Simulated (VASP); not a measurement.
# Cs11I12 (a cell with a defect) in VASP: single point with PBEsol

Aim: the single point of Cs11I12 (a cell with a defect) with PBEsol.

Everything below comes from runs of VASP 6.6.1. Logs are shortened: lines on timing, memory, paths and dates and some standing lists are left out, and cuts for length are marked.

**1. The crystal as given**

The cell holds a defect, 23 atoms: a = 11.031 Å, b = 11.031 Å, c = 11.031 Å, α = 80.41°, β = 70.53°, γ = 60.00°.

**2. Single point, PBEsol**

INCAR reads:

```
SYSTEM = Cs11I12
ALGO = Fast
EDIFF = 1E-7
ENCUT = 520
GGA = PS
ISIF = 2
ISMEAR = 0
LASPH = .True.
LCHARG = .True.
LELF = .True.
LREAL = Auto
LVHAR = .True.
LWAVE = .False.
NBANDS = 108
NELECT = 184.0
NELM = 100
PREC = Accurate
SIGMA = 0.05
```

KPOINTS reads:

```
k-points
0
Gamma
  2 2 2
  0 0 0
```

POSCAR reads:

```
Cs11I12
1.0
   -4.5033237172      4.5033237172      9.0066474345
   -9.0066474345     -4.5033237172      4.5033237172
    4.5033237172     -4.5033237172      9.0066474345
Cs I
11 12
Direct
    0.4868705067      0.0000000000      0.4885326124
    0.7499999916      0.0000000000      0.7499999916
    0.0131295247      0.0000000000      0.0114674190
    0.9165987004      0.6668025341      0.2500000157
    0.1699870025      0.6833332874      0.4900914610
    0.4190243033      0.6619513765      0.7499999916
    0.6466797487      0.6833332874      0.0099085149
    0.5834012643      0.3331974546      0.2499999602
    0.8533202714      0.3166667014      0.4900915165
    0.0809757095      0.3380486123      0.7499999361
    0.3300130659      0.3166667014      0.0099084594
    0.9477490630      0.3455974811      0.1204544763
    0.2066534946      0.3455974811      0.3795454996
    0.4581623958      0.3337626668      0.6252846624
    0.7080749761      0.3337626668      0.8747153763
    0.6387543247      0.0000000000      0.1197056960
    0.8612457140      0.0000000000      0.3802942799
    0.1199250340      0.0000000000      0.6392763281
    0.3800749419      1.0000000628      0.8607237106
    0.2933464628      0.6544025077      0.1204545318
    0.5522509572      0.6544025077      0.3795455551
    0.7919250996      0.6662373220      0.6252845513
    0.0418375616      0.6662373220      0.8747154318
```

Potentials or basis: VASP PAW PBE potentials, release 64 (Cs_sv, I).

Command:

```bash
$ cat potpaw_PBE.64/Cs_sv/POTCAR potpaw_PBE.64/I/POTCAR > POTCAR
$ mpirun -np 1 vasp_std > vasp.out
```

OUTCAR:

```text
SYSTEM = Cs11I12
   EDIFF = 1E-7
   ENCUT = 520
   GGA = PS
   ISIF = 2
   ISMEAR = 0
   LASPH = .True.
   LREAL = Auto
   NELECT = 184.0
   NELM = 100
   PREC = Accurate

 ion  position               nearest neighbor table
   1  0.487  0.000  0.489-
   2  0.750  0.000  0.750-
   3  0.013  0.000  0.011-
   4  0.917  0.667  0.250-
   5  0.170  0.683  0.490-
   6  0.419  0.662  0.750-
[... 15 lines left out ...]
  22  0.792  0.666  0.625-
  23  0.042  0.666  0.875-

  LATTYP: Found a base centered monoclinic cell.
 ALAT       =    11.0308452538
 B/A-ratio  =     1.7320508076
 C/A-ratio  =     1.0000000000
 COS(beta)  =    -0.3333333333

  Lattice vectors:

 A1 = (  -4.5033237173,  -9.0066474344,  -4.5033237173)
 A2 = (   9.0066474345,   4.5033237172,  -4.5033237172)
 A3 = (   4.5033237172,  -4.5033237172,   9.0066474345)

Analysis of symmetry for initial positions (statically):
=====================================================================
 Subroutine PRICEL returns:
 Original cell was already a primitive cell.

 Routine SETGRP: Setting up the symmetry group for a
 base centered monoclinic supercell.

 Subroutine GETGRP returns: Found  4 space group operations
 (whereof  2 operations were pure point group operations)
 out of a pool of  4 trial point group operations.

The static configuration has the point symmetry C_1h.
 The point group associated with its full space group is C_2h.

Analysis of symmetry for dynamics (positions and initial velocities):
=====================================================================
 Subroutine PRICEL returns:
 Original cell was already a primitive cell.

 Routine SETGRP: Setting up the symmetry group for a
 base centered monoclinic supercell.

 Subroutine GETGRP returns: Found  4 space group operations
 (whereof  2 operations were pure point group operations)
 out of a pool of  4 trial point group operations.

The dynamic configuration has the point symmetry C_1h.
 The point group associated with its full space group is C_2h.

 Subroutine INISYM returns: Found  4 space group operations
 (whereof  2 operations are pure point group operations),
 and found     1 'primitive' translations

----------------------------------------------------------------------------------------

                                     Primitive cell

  volume of cell :    1095.9248

  direct lattice vectors                    reciprocal lattice vectors
    -4.503323717  4.503323717  9.006647434    -0.018504851  0.092524254  0.055514552
    -9.006647434 -4.503323717  4.503323717    -0.074019403 -0.074019403  0.000000000
     4.503323717 -4.503323717  9.006647434     0.055514552 -0.055514552  0.055514552

  length of vectors
    11.030845254 11.030845254 11.030845254     0.109476173  0.104679244  0.096154025

  position of ions in fractional coordinates (direct lattice)
     0.486870507  0.000000000  0.488532612
     0.749999992  0.000000000  0.749999992
     0.013129525  0.000000000  0.011467419
     0.916598700  0.666802534  0.250000016
     0.169987003  0.683333287  0.490091461
     0.419024303  0.661951376  0.749999992
[... 15 lines left out ...]
     0.791925100  0.666237322  0.625284551
     0.041837562  0.666237322  0.874715432

  ion indices of the primitive-cell ions
   primitive index   ion index
                 1           1
                 2           2
                 3           3
                 4           4
                 5           5
                 6           6
[... 15 lines left out ...]
                22          22
                23          23

----------------------------------------------------------------------------------------

 KPOINTS: k-points

Automatic generation of k-mesh.
 Grid dimensions read from file:
 generate k-points for:    2    2    2

 Generating k-lattice:

  Cartesian coordinates                     Fractional coordinates (reciprocal lattice)
    -0.009252425  0.046262127  0.027757276     0.500000000 -0.000000000 -0.000000000
    -0.037009702 -0.037009702  0.000000000     0.000000000  0.500000000  0.000000000
     0.027757276 -0.027757276  0.027757276     0.000000000  0.000000000  0.500000000

  Length of vectors
     0.054738087  0.052339622  0.048077013

  Shift w.r.t. Gamma in fractional coordinates (k-lattice)
     0.000000000  0.000000000  0.000000000

 Subroutine IBZKPT returns following result:
 ===========================================

 Found      6 irreducible k-points:

 Following reciprocal coordinates:
            Coordinates               Weight
  0.000000  0.000000  0.000000      1.000000
  0.500000 -0.000000  0.000000      2.000000
  0.000000  0.500000  0.000000      1.000000
  0.000000 -0.000000  0.500000      1.000000
  0.500000 -0.000000  0.500000      2.000000
  0.000000  0.500000  0.500000      1.000000
   k-points           NKPTS =      6   k-points in BZ     NKDIM =      6   number of bands    NBANDS=    108
   number of dos      NEDOS =    301   number of ions     NIONS =     23
   total plane-waves  NPLWV = 592704
   dimension x,y,z NGX =    84 NGY =   84 NGZ =   84
   dimension x,y,z NGXF=   168 NGYF=  168 NGZF=  168
   ions per type =              11  12
   NGX,Y,Z   is equivalent  to a cutoff of  12.66, 12.66, 12.66 a.u.
   NGXF,Y,Z  is equivalent  to a cutoff of  25.32, 25.32, 25.32 a.u.
 SYSTEM =  Cs11I12
   PREC   = accura    normal or accurate (medium, high low for compatibility)
   ISTART =      0    job   : 0-new  1-cont  2-samecut
   ICHARG =      2    charge: 1-file 2-atom 10-const
   ISPIN  =      1    spin polarized calculation?
   LNONCOLLINEAR =      F non collinear calculations
   LSORBIT =      F    spin-orbit coupling
   LASPH  =      T    aspherical Exc in radial PAW
   ENCUT  =  520.0 eV  38.22 Ry    6.18 a.u.  20.51 20.51 20.51*2*pi/ulx,y,z
   NELM   =    100;   NELMIN=  2; NELMDL= -5     # of ELM steps
   EDIFF  = 0.1E-06   stopping-criterion for ELM
   LREAL  =      T    real-space projection
   EDIFFG = 0.1E-05   stopping-criterion for IOM
   NSW    =      0    number of steps for IOM
   IBRION =     -1    ionic relax: 0-MD 1-quasi-New 2-CG
   NFREE  =      0    steps in history (QN), initial steepest desc. (CG)
   ISIF   =      2    stress and relaxation
   ISYM   =      2    0-nonsym 1-usesym 2-fastsym
   POTIM  = 0.5000    time-step for ionic-motion
   TEBEG  =    0.0;   TEEND  =   0.0 temperature during run
   PSTRESS=    0.0 pullay stress
   NELECT =     184.0000    total number of electrons
   NUPDOWN=      -1.0000    fix difference up-down
   EMIN   =  10.00;   EMAX   =-10.00  energy-range for DOS
   EFERMI =   0.00;   METHOD = LEGACY
   ISMEAR =     0;   SIGMA  =   0.05  broadening in eV -4-tet -1-fermi 0-gaus
   EFERMI_NEDOS =   21; number of points for ismear=-14 and -15
   IALGO  =     68    algorithm
   IMIX   =      4    mixing-type and parameters
     AMIX     =   0.40;   BMIX     =  1.00
     AMIX_MAG =   1.60;   BMIX_MAG =  1.00
  volume/ion in A,a.u.               =      47.65       321.55
  Fermi-wavevector in a.u.,A,eV,Ry     =   0.903137  1.706682 11.097691  0.815657
  Thomas-Fermi vector in A             =   2.026426
   LORBIT       =      0    0 simple, 1 ext, 2 COOP (PROOUT), +10 PAW based schemes
   GGA     = PS    functional components
   LHFCALC =     F    Hartree Fock is set to
   AEXX    =    0.0000 exact exchange contribution
   IVDW    =     0    specifies the selected vdW correction
   LEPSILON=     F    determine dielectric tensor
   LRPA    =     F    only Hartree local field effects (RPA)
 non-spin polarized calculation
 RMM-DIIS sequential band-by-band and
 Gauss-broadening in eV      SIGMA  =   0.05
  energy-cutoff  :      520.00
  volume of cell :     1095.92
 maximum number of plane-waves:     29579
 NGX is ok and might be reduce to    84
   NGX = 41   NGY = 41   NGZ = 41

 number of electron     183.9999996 magnetization

 Free energy of the ion-electron system (eV)
  ---------------------------------------------------
  ext. energy  EPLUGINS =         0.00000000
  ---------------------------------------------------
  free energy    TOTEN  =       -63.78621215 eV

  energy without entropy =      -63.78621215  energy(sigma->0) =      -63.78621215

 E-fermi :   1.0255     XC(G=0):  -7.9166

 val. band max:        0.7249726878   @ k =   0.5000  -0.0000   0.5000
 cond. band min:       4.5550360985   @ k =   0.0000   0.0000   0.0000
 fundamental gap:      3.8300634107
 Fermi energy:         1.0254511428

 k-point     1 :       0.0000    0.0000    0.0000
  band No.  band energies     occupation
      1     -19.6591      2.00000
      2     -19.6321      2.00000
      3     -19.6318      2.00000
      4     -19.6312      2.00000
      5     -19.6275      2.00000
      6     -19.6219      2.00000
[... 96 lines left out ...]
    103       6.0799      0.00000
    104       6.1416      0.00000

 k-point     2 :       0.5000   -0.0000    0.0000
  band No.  band energies     occupation
      1     -19.6492      2.00000
      2     -19.6463      2.00000
      3     -19.6355      2.00000
      4     -19.6319      2.00000
      5     -19.6238      2.00000
      6     -19.6217      2.00000
[... 96 lines left out ...]
    103       5.7941      0.00000
    104       5.8835      0.00000

 k-point     3 :       0.0000    0.5000    0.0000
  band No.  band energies     occupation
      1     -19.6533      2.00000
      2     -19.6401      2.00000
      3     -19.6318      2.00000
      4     -19.6315      2.00000
      5     -19.6312      2.00000
      6     -19.6198      2.00000
[... 96 lines left out ...]
    103       5.7516      0.00000
    104       5.9795      0.00000

 k-point     4 :       0.0000   -0.0000    0.5000
  band No.  band energies     occupation
      1     -19.6509      2.00000
      2     -19.6470      2.00000
      3     -19.6319      2.00000
      4     -19.6314      2.00000
      5     -19.6274      2.00000
      6     -19.6140      2.00000
[... 96 lines left out ...]
    103       5.8704      0.00000
    104       5.9052      0.00000

 k-point     5 :       0.5000   -0.0000    0.5000
  band No.  band energies     occupation
      1     -19.6457      2.00000
      2     -19.6447      2.00000
      3     -19.6392      2.00000
      4     -19.6379      2.00000
      5     -19.6206      2.00000
      6     -19.6201      2.00000
[... 96 lines left out ...]
    103       5.9586      0.00000
    104       5.9640      0.00000

 k-point     6 :       0.0000    0.5000    0.5000
  band No.  band energies     occupation
      1     -19.6489      2.00000
      2     -19.6408      2.00000
      3     -19.6396      2.00000
      4     -19.6321      2.00000
      5     -19.6312      2.00000
      6     -19.6156      2.00000
[... 96 lines left out ...]
    103       6.0059      0.00000
    104       6.0191      0.00000
 [bands above 104 left out]

------------------------ aborting loop because EDIFF is reached ----------------------------------------

  FORCE on cell =-STRESS in cart. coord.  units (eV):
  Direction    XX          YY          ZZ          XY          YZ          ZX
  --------------------------------------------------------------------------------------
  -------------------------------------------------------------------------------------
  Total        6.5515589      6.5515589      6.5313172      0.0390438      0.0196445     -0.0196444
  in kB        9.5779924      9.5779924      9.5484002      0.0570798      0.0287191     -0.0287190
  external PRESSURE =       9.5681283 kB  Pullay stress =       0.0000000 kB

 VOLUME and BASIS-vectors are now :
 -----------------------------------------------------------------------------
  energy-cutoff  :      520.00
  volume of cell :     1095.92
      direct lattice vectors                 reciprocal lattice vectors
    -4.503323717  4.503323717  9.006647434    -0.018504851  0.092524254  0.055514552
    -9.006647434 -4.503323717  4.503323717    -0.074019403 -0.074019403  0.000000000
     4.503323717 -4.503323717  9.006647434     0.055514552 -0.055514552  0.055514552

 POSITION                                       TOTAL-FORCE (eV/Angst)
 -----------------------------------------------------------------------------------
      0.00749     -0.00749      8.78511        -0.003243      0.003243     -0.011554
      0.00000      0.00000     13.50997         0.000000     -0.000000      0.000000
     -0.00749      0.00749      0.22154         0.003243     -0.003243      0.011554
     -9.00756     -0.00092     13.50997        -0.000494     -0.000494     -0.000000
     -4.71301     -4.51880      9.02236        -0.005255      0.002433     -0.001776
     -4.47147     -4.47147     13.50997         0.015203      0.015203      0.000000
[... 15 lines left out ...]
     -6.75100     -2.24985     15.76459         0.000654     -0.006352      0.001261
     -2.24985     -6.75100     11.25535        -0.006352      0.000654     -0.001261
 -----------------------------------------------------------------------------------
    total drift:                                0.000233     -0.000456      0.003246

  FREE ENERGIE OF THE ION-ELECTRON SYSTEM (eV)
  ---------------------------------------------------
  free  energy   TOTEN  =       -63.7862121477 eV

  energy  without entropy=      -63.7862121477  energy(sigma->0) =      -63.78621215
```

Run time: 31 min. Hardware: 1 thread of Intel Xeon 6975P-C (Granite Rapids), shared host; peak memory 1.4 GiB.

Results:

* Free energy: -63.7862 eV
* Largest force: 0.022 eV/Å
* Band gap on the k mesh: 3.83 eV, indirect (least direct gap 3.92 eV)

Forces on the atoms (eV/Å):
```
Cs  -0.003  0.003 -0.012
Cs   0.000  0.000  0.000
Cs   0.003 -0.003  0.012
Cs   0.000  0.000  0.000
Cs  -0.005  0.002 -0.002
Cs   0.015  0.015  0.000
Cs   0.002 -0.005  0.002
Cs   0.000  0.000  0.000
Cs  -0.002  0.005 -0.002
Cs  -0.015 -0.015  0.000
Cs   0.005 -0.002  0.002
I   -0.005  0.004  0.000
I    0.004 -0.005  0.000
I    0.006 -0.001  0.001
I   -0.001  0.006 -0.001
I   -0.001  0.001 -0.015
I    0.001 -0.001  0.015
I   -0.003  0.003 -0.004
I    0.003 -0.003  0.004
I   -0.004  0.005  0.000
I    0.005 -0.004  0.000
I    0.001 -0.006  0.001
I   -0.006  0.001 -0.001
```

Caveat: the cell carries a net charge on a neutralising background, which shifts energy and pressure; the cell is charged against a uniform background, so pressure and absolute levels hang on convention; the PAW data sets were made with another functional, which shifts forces and pressure a little; spin-orbit coupling is left out, which moves the levels of the heavy elements. PBEsol gaps usually lie below the measured ones, often by a third to a half.
